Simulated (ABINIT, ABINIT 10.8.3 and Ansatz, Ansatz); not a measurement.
# Excitons of AgCl (Chlorargyrite) on ever denser meshes

Aim: the absorption spectrum of AgCl (Chlorargyrite) with electron-hole interaction, and what each part of the kernel does.

Main program and level: ABINIT 10.8.3 and Ansatz 0.2.0; PBE and many-body steps on it, plane waves.

The database entry behind the starting cell differs from later determinations by our own check (an axis about 1.4 % short against later determinations), so it need not match the best structure at ambient conditions.

### Step 1. The starting structure

Symmetry: Fm-3m, No. 225, cubic system. The conventional cell has a = 5.470 Å, b = 5.470 Å, c = 5.470 Å, α = 90.00°, β = 90.00°, γ = 90.00°. Ag has 6 Cl at 2.74 Å nearest. Nearest to Cl lie 6 Ag at 2.74 Å. Farther neighbours and most contacts between anions are not listed.

Structure file:

```cif
data_structure
_symmetry_space_group_name_H-M 'Fm-3m'
_symmetry_Int_Tables_number 225
_cell_length_a 5.4700
_cell_length_b 5.4700
_cell_length_c 5.4700
_cell_angle_alpha 90.000
_cell_angle_beta 90.000
_cell_angle_gamma 90.000
_cell_volume 163.67
loop_
_atom_site_label
_atom_site_type_symbol
_atom_site_symmetry_multiplicity
_atom_site_Wyckoff_symbol
_atom_site_fract_x
_atom_site_fract_y
_atom_site_fract_z
_atom_site_occupancy
Ag1 Ag 4 a 0.00000 0.00000 0.00000 1
Cl1 Cl 4 b 0.50000 0.00000 0.00000 1
```

The cell and positions come from the Crystallography Open Database and are kept as given unless a step says otherwise.

### Step 2. Empty states on the mesh, 4×4×4 mesh, 75 bands

This step: ABINIT 10.8.3; DFT, PBE, plane waves, norm-conserving pseudopotentials.

The sums over transitions need many empty states on a uniform mesh; this step solves for them.

File run.abi:

```
acell 3*1.0 Angstrom
rprim 
  0.000000000000 2.735000000000 2.735000000000
  2.735000000000 0.000000000000 2.735000000000
  2.735000000000 2.735000000000 0.000000000000
ntypat 2
znucl 47 17
natom 2
typat 1 2
xred 
  0.000000000000 0.000000000000 0.000000000000
  0.500000000000 0.500000000000 0.500000000000
pp_dirpath "pseudos"
pseudos "Ag.upf, Cl.upf"
ecut 37
ngkpt 4 4 4
nshiftk 1
shiftk 0 0 0
kptopt 1
chksymbreak 0
iscf -2
irdden 1
istwfk *1
nband 75
nbdbuf 6
tolwfr 1e-09
nstep 60
prtvol 0
indata_prefix "in"
outdata_prefix "out"
tmpdata_prefix "tmp"
```

On the command line:

```sh
OMP_NUM_THREADS=1 mpirun -n 4 abinit run.abi > log
```

Numbers of over 12 decimals in the logs are rounded to 6 here.

The program printed:

```text
.Version 10.8.3 of ABINIT. v10.8.2 released Aug 2026.

 Symmetries : space group Fm -3 m (#225); Bravais cF (face-center cubic)
[... echo of the input left out ...]
== DATASET  1 ==================================================================
-   mpi_nproc: 4, omp_nthreads: 1 (-1 if OMP is not activated)

--- !DatasetInfo
iteration_state: {dtset: 1, }
dimensions: {natom: 2, nkpt: 8, mband: 75, nsppol: 1, nspinor: 1, nspden: 1, mpw: 2996, }
cutoff_energies: {ecut:  37.0, pawecutdg:  -1.0, }
[...]
2.07086    2.07086    2.10307    2.10307    2.15214    2.22025    2.22025    2.22025
   2.34265    2.34265    2.34265    2.64950    2.64950    2.65288    2.67919    2.67919
   2.68022    2.68495    2.68495
 prteigrs : prtvol=0 or 1, do not print more k-points.

== END DATASET(S) ==============================================================
================================================================================

 -outvars: echo values of variables after computation  --------
            nband          75
             nkpt           8
          spgroup         225
 [... the other variables as echoed above ...]

 Calculation completed.
```

It took 15 s on 4 MPI ranks of Arm Neoverse V2, shared host; peak memory 0.29 GiB.

Numbers from this step:

| Property | Result |
| --- | --- |
| gap | 0.9064 eV |
| k of the valence top | 0.5, 0, 0 |
| k of the conduction bottom | 0, 0, 0 |
| least direct gap | 3.395 eV |
| k points computed | 8 |
| lowest point of the top converged band, above the valence top | 62.7614 eV |

On this mesh the gap is 0.906 eV.

The density comes from a self-consistent run that is not shown.

### Step 3. Screening, 4×4×4 mesh, 69 bands, screening to 119.7 eV

The RPA dielectric matrix is built and inverted for each q.

This step: RPA screening on PBE, plane waves, norm-conserving pseudopotentials.

Edit run.abi of step 2 so:

```diff
@@ -20,10 +20,11 @@
 chksymbreak 0
-iscf -2
-irdden 1
 istwfk *1
-nband 75
-nbdbuf 6
-tolwfr 1e-09
-nstep 60
-prtvol 0
+occopt 1
+irdwfk 1
+optdriver 3
+nband 69
+ecuteps 4.4
+inclvkb 2
+awtr 1
+symchi 1
 indata_prefix "in"
```

The program printed:

```text
.Version 10.8.3 of ABINIT. v10.8.2 released Aug 2026.

 Symmetries : space group Fm -3 m (#225); Bravais cF (face-center cubic)
[... echo of the input left out ...]
== DATASET  1 ==================================================================
-   mpi_nproc: 4, omp_nthreads: 1 (-1 if OMP is not activated)

--- !DatasetInfo
iteration_state: {dtset: 1, }
dimensions: {natom: 2, nkpt: 8, mband: 69, nsppol: 1, nspinor: 1, nspden: 1, mpw: 2996, }
cutoff_energies: {ecut:  37.0, pawecutdg:  -1.0, }
[...]
--------------------------------------------------------------------------------
[... chi0 elements left out ...]
 For q-point:  0.000010 0.000020 0.000030
  dielectric constant =   5.4637
  dielectric constant without local fields =   5.9024

  Average fulfillment of the sum rule on Im[epsilon] for q-point    1 :     52.13  [%]
[... wings left out ...]
  q-point number  2        q = ( 0.250000, 0.000000, 0.000000) [r.l.u.]
--------------------------------------------------------------------------------
[... chi0 elements left out ...]
  Average fulfillment of the sum rule on Im[epsilon] for q-point    2 :     67.85  [%]

 [... 6 further q-points ...]
```

It took 11 s on 4 MPI ranks; peak memory 0.63 GiB.

Numbers from this step:

```
ε∞ with local fields, on this mesh, along the program's q direction : 5.464
the same without local fields                                       : 5.902
plasma frequency                                                    : 29.60 eV
plane waves in the screening matrix                                 : 113
```

Local fields lower ε∞ by 7 %. On a Γ-centred mesh this coarse the value itself is usually too large, while a short band sum pulls it down.

### Step 4. Self-energy, 4×4×4 mesh, 69 bands, screening to 119.7 eV

The self-energy is evaluated for the states that the input lists, and the levels follow from it, in one-shot runs by the linearised quasiparticle equation.

This step: G0W0 on PBE, plane waves, norm-conserving pseudopotentials.

Edit run.abi of step 3 so:

```diff
@@ -23,8 +23,17 @@
 irdwfk 1
-optdriver 3
+optdriver 4
 nband 69
+gwcalctyp 0
+ecutsigx 37
+symsigma 1
+nkptgw 2
+kptgw 
+  0.5000000000 0.0000000000 0.0000000000
+  0.0000000000 0.0000000000 0.0000000000
+bdgw 
+  12 15
+  11 17
 ecuteps 4.4
-inclvkb 2
-awtr 1
-symchi 1
+irdscr 1
+ppmodel 1
 indata_prefix "in"
```

The program printed:

```text
.Version 10.8.3 of ABINIT. v10.8.2 released Aug 2026.

 Symmetries : space group Fm -3 m (#225); Bravais cF (face-center cubic)
[... echo of the input left out ...]
== DATASET  1 ==================================================================
-   mpi_nproc: 4, omp_nthreads: 1 (-1 if OMP is not activated)

--- !DatasetInfo
iteration_state: {dtset: 1, }
dimensions: {natom: 2, nkpt: 8, mband: 69, nsppol: 1, nspinor: 1, nspden: 1, mpw: 2996, }
cutoff_energies: {ecut:  37.0, pawecutdg:  -1.0, }
[...]
Band     E0 <VxcDFT>   SigX SigC(E0)      Z dSigC/dE  Sig(E)    E-E0       E
[...]
16  15.918 -12.617  -7.185  -4.296   0.824  -0.214 -11.681   0.936  16.854
       17  15.918 -12.617  -7.185  -4.296   0.824  -0.214 -11.681   0.936  16.854

== END DATASET(S) ==============================================================
================================================================================

 -outvars: echo values of variables after computation  --------
           etotal      0.0000000000E+00
            nband          69
             nkpt           8
          spgroup         225
 [... the other variables as echoed above ...]

 Calculation completed.
```

Run time: 3.9 s. Hardware: 4 MPI ranks; peak memory 0.7 GiB; 15 s of CPU time.

This step gave:

```yaml
g0w0_gap_on_the_points_computed: 2.044 eV
starting_gap_on_the_mesh: 0.9064 eV
k_of_the_valence_top: 0.5, 0, 0
k_of_the_conduction_bottom: 0, 0, 0
least_direct_g0w0_gap_on_the_computed_points: 4.765 eV
```

The gap on the mesh goes from 0.91 eV to 2.04 eV, a correction of +1.14 eV.

The gap opens by 1.138 eV; the next steps shift the empty bands rigidly by 1.138 eV. The least direct G0W0 gap is 4.765 eV, so this shift leaves the direct transitions −0.23 eV off.

### Step 5. Excitons

Optical absorption needs the electron-hole interaction, solved here in a basis of vertical transitions on the mesh.

This step: Bethe-Salpeter equation on PBE with a scissors shift, plane waves, norm-conserving pseudopotentials.

Edit run.abi of step 4 so:

```diff
@@ -23,17 +23,17 @@
 irdwfk 1
-optdriver 4
-nband 69
-gwcalctyp 0
-ecutsigx 37
-symsigma 1
-nkptgw 2
-kptgw 
-  0.5000000000 0.0000000000 0.0000000000
-  0.0000000000 0.0000000000 0.0000000000
-bdgw 
-  12 15
-  11 17
-ecuteps 4.4
+optdriver 99
+bs_calctype 1
+mbpt_sciss 1.138 eV
+bs_loband 6
+nband 15
+bs_exchange_term 1
+bs_coulomb_term 11
+bs_coupling 0
+bs_algorithm 1
+bs_freq_mesh 0 11 0.1 eV
+zcut 0.15 eV
+ecuteps 4
+ecutwfn 18.5
+inclvkb 2
 irdscr 1
-ppmodel 1
 indata_prefix "in"
```

The program printed:

```text
.Version 10.8.3 of ABINIT. v10.8.2 released Aug 2026.

 Symmetries : space group Fm -3 m (#225); Bravais cF (face-center cubic)
[... echo of the input left out ...]
== DATASET  1 ==================================================================
-   mpi_nproc: 4, omp_nthreads: 1 (-1 if OMP is not activated)

--- !DatasetInfo
iteration_state: {dtset: 1, }
dimensions: {natom: 2, nkpt: 8, mband: 15, nsppol: 1, nspinor: 1, nspden: 1, mpw: 1067, }
cutoff_energies: {ecut:  18.5, pawecutdg:  -1.0, }
electrons: {nelect:   2.60000000E+01, charge:   0.00000000E+00, occopt:   1.00000000E+00, tsmear:   1.00000000E-02, }

 Exciton: Calculation of dielectric properties by solving the Bethe-Salpeter equation
 in frequency domain and reciprocal space on a transitions basis set.
 Based on a program developed by L. Reining, V. Olevano, F. Sottile,
 S. Albrecht, and G. Onida. Incorporated in ABINIT by M. Giantomassi.

.Using double precision arithmetic ; gwpc =  8

[... cell and pseudopotentials left out ...]
--------------------------------------------------------------------------------

 ==== K-mesh for the wavefunctions ====
 Number of points in the irreducible wedge :     8
[... list of points left out ...]
 Together with 48 symmetry operations and time-reversal symmetry
 yields    64 points in the full Brillouin Zone.

 ==== Q-mesh for the screening function ====
 Number of points in the irreducible wedge :     8
[... list of points left out ...]
 Together with 48 symmetry operations and time-reversal symmetry
 yields    64 points in the full Brillouin Zone.

 vcoul_init : cutoff-mode = AUXILIARY_FUNCTION
 q-points for optical limit:   1
     1)      0.000010    0.000020    0.000030
 setmesh: FFT mesh size selected  =    24x   24x   24
          total number of points  =        13824

 ==== Fundamental parameters for the solution of the Bethe-Salpeter equation: ====
 Algorithm: Direct diagonalization.
 Dimension of the v, W matrices,  npweps  = 113
 Cutoff for the wavefunctions,    npwwfn  = 1067
 Number of k-points in the IBZ,   nkibz   = 8
 Highest empty band included,     nband   = 15
 === Spin UP ===
 Number of resonant transitions          1024
 Lowest occupied state                   6
 Highest occupied state                  13
 Lowest unoccupied state                 14
 Highest unoccupied state                15
 Minimum frequency [eV]           Emin    =   0.00
 Maximum frequency [eV]           Emax    =  11.00
 Frequency step [eV]              dE      =   0.10
 Lorentzian broadening [eV]       eta     =   0.15
 RPA L0 with KS energies and KS wavefunctions
 Scissors operator energy [eV] =          1.14
 Local fields effects (v term) included
 Excitonic effects (W term) included
 Full W_GG' included
 W is read from an external SCR file
 Resonant-only calculation (Hermitian case)

 Calculating epsilon_Macro(q-->0,w), along the following directions:
 q = (  0.949830  0.000000  0.000000) [r.l.u.]
 q = (  0.000000  0.949830  0.000000) [r.l.u.]
 q = (  0.000000  0.000000  0.949830) [r.l.u.]
 q = (  0.000000  0.822577  0.822577) [r.l.u.]
 q = (  0.822577  0.000000  0.822577) [r.l.u.]
 q = (  0.822577  0.822577  0.000000) [r.l.u.]
 Number of electrons calculated from density =   25.9690; Expected =   26.0000
 average of density, n =  0.094050
 r_s =    1.3641
 omega_plasma =   29.5824 [eV]

. Writing resonant excitonic Hamiltonian on file out_BSR; file size=   0.01 [Gb].
 Direct diagonalization of the resonant excitonic Hamiltonian, Matrix size= 1024
. Using LAPACK sequential version.
 Excitonic eigenvalues in eV up to n=   32
   3.98760   3.98840   3.98864   4.00407   4.00582   4.10663   4.10795   4.10815
   4.35954   4.36230   4.39036   4.39693   4.39880   4.45847   4.46370   4.46387
   4.47103   4.47169   4.47216   4.50212   4.50240   4.50253   4.51681   4.51685
   4.72877   4.72958   4.72986   4.73456   4.73486   4.73768   4.75042   4.75053

 First excitonic eigenvalue=    3.99 [eV]
 Last  excitonic eigenvalue=   13.95 [eV]

 GW  direct gap       4.53  0.00 [eV]
 EXC direct gap       3.99  0.00 [eV]
 EXC binding energy   0.55  0.00 [eV]

 Excitonic eigenvalues up to the GW energy gap [eV]
  1 (  3.99  0.00)
  2 (  3.99  0.00)
  3 (  3.99  0.00)
  4 (  4.00  0.00)
  5 (  4.01  0.00)
  6 (  4.11  0.00)
[...]
22 (  4.50  0.00)
 23 (  4.52  0.00)
 24 (  4.52  0.00)

 Macroscopic dielectric function:
 omega [eV] <KS_RPA_nlf>  <GW_RPA_nlf>  <BSE>
   0.0000   4.4460   0.0000   3.8191   0.0000   4.2554   0.0000
   0.1000   4.4475   0.0044   3.8198   0.0022   4.2566   0.0036
   0.2000   4.4519   0.0089   3.8221   0.0045   4.2602   0.0073
   0.3000   4.4593   0.0134   3.8258   0.0068   4.2662   0.0110
   0.4000   4.4698   0.0181   3.8311   0.0091   4.2747   0.0147
   0.5000   4.4833   0.0228   3.8378   0.0114   4.2858   0.0185
   0.6000   4.5000   0.0277   3.8462   0.0138   4.2994   0.0225
   0.7000   4.5201   0.0328   3.8562   0.0162   4.3156   0.0265
   0.8000   4.5436   0.0381   3.8677   0.0187   4.3346   0.0308
   0.9000   4.5707   0.0438   3.8810   0.0213   4.3565   0.0352

 Writing KS-RPA macroscopic dielectric function without local fields to file: out_RPA_NLF_MDF
 Writing GW-RPA macroscopic dielectric function without local fields to file: out_GW_NLF_MDF
 Writing EXC Macroscopic dielectric function to file: out_EXC_MDF

== END DATASET(S) ==============================================================
================================================================================

 -outvars: echo values of variables after computation  --------
           etotal      0.0000000000E+00
            nband          15
             nkpt           8
          spgroup         225
 [... the other variables as echoed above ...]

 Calculation completed.
```

Elapsed: 26 s, on 4 MPI ranks; peak memory 0.36 GiB.

Numbers from this step:

```yaml
direct_gap_of_the_transition_levels: 4.533 eV
transitions_in_the_window: 1024
first_strong_exciton_over_a_fiftieth_of_the_strongest_listed: 3.988 eV
lowest_state: 3.988 eV
binding_of_the_lowest_state_below_the_direct_gap: 0.5454 eV
coulomb_term_of_one_mesh_cell: 0.5430 eV
```

The binding is 1.0 times the screened Coulomb term of one mesh cell (0.54 eV), so it is not shown settled.

The lowest state lies at 3.988 eV, 0.545 eV under the direct gap.

Lines within 3 meV are set at the lowest of them, and the highest group, which the list may cut short, is left out. Exciton lines, with heights relative to the strongest:

```
position (eV)  lines merged  oscillator strength, relative
        3.988             3                            100
        4.004             2                            0.4
        4.107             3                            0.1
        4.359             2                            0.2
        4.390             1                             46
        4.397             2                             86
        4.458             1                            0.0
```

Mean over the three Cartesian directions of q; broadening 0.15 eV; transition window only. Limits: finite bands, cutoff and mesh; d shell near the gap, gap tends to lie low; no spin-orbit coupling; coarse k mesh; exciton not shown settled in the k mesh. Table of ε₂ by photon energy; read off at these points:

```
photon energy (eV)     BSE  no electron-hole interaction  Kohn-Sham, no shift
              0.00       0                             0                    0
              0.30  0.0110                        0.0068               0.0134
              0.60  0.0225                        0.0138               0.0277
              0.90  0.0352                        0.0213               0.0438
              1.20  0.0499                        0.0296               0.0629
              1.50  0.0679                        0.0391               0.0874
              1.80  0.0908                        0.0505                0.121
              2.10   0.122                        0.0644                0.170
              2.40   0.167                        0.0823                0.251
              2.70   0.238                         0.106                0.410
              2.90   0.313                         0.128                0.637
              3.20   0.518                         0.173                 1.88
              3.50    1.07                         0.247                 3.94
              3.80    3.78                         0.390                 9.18
              4.00    9.19                         0.587                 7.01
              4.10    7.34                         0.761                 6.27
              4.40    11.6                          2.61                 2.36
              4.70    4.77                          3.78                 3.07
              5.00    2.20                          10.2                 13.8
              5.30    3.38                          5.49                 6.59
              5.60    14.4                          2.20                 4.47
              5.90    5.55                          3.88                 4.56
              6.20    3.71                          15.8                 3.40
              6.50    3.82                          5.57                 1.93
              6.60    5.12                          4.77                 1.94
              6.80    2.84                          3.92                 3.34
              7.10    2.01                          5.75                 1.62
              7.40    2.59                          2.87                 1.30
              7.70    1.28                          1.88                 2.35
              8.00    1.11                          3.43                 3.04
              8.20    1.66                          1.86                 3.23
              8.50    2.05                          1.28                 4.72
              8.80    2.96                          2.34                 2.94
              9.10    3.79                          2.69                 2.27
              9.40    2.21                          3.15                 1.20
              9.70    1.78                          4.70                0.902
             10.00    1.05                          2.79                 1.81
             10.30   0.807                          1.91                 1.75
             10.60    1.55                          1.08                 1.62
             10.90    1.89                          1.01                 1.40
```

[end of part 1 of 3]

[Paths, hosts, dates, memory and timing lines, banners, echoed tables and standing remarks are left out of the program output.]

[Logs are printed without paths, hosts, clocks, repeated set-up lines and the standing remarks that a program may print on its own settings, such as how far it seeks lower states.]

[Runs of the session that timed out or met a known fault of the program may be left out.]

[Hosts, paths, dates, database ids (printed as entryN), source tags and the programs' standing remarks are cut or masked in the printed files.]

[G0W0 gaps are taken among the corrected bands and points alone; a level outside them can change the order at an edge.]

[Where Ansatz stands beside ABINIT at settings called matched, ABINIT's density can come from a denser mesh and the files from another edition; pairs whose starting gaps differed by over 0.03 eV were left out, so agreement reads better than it is.]
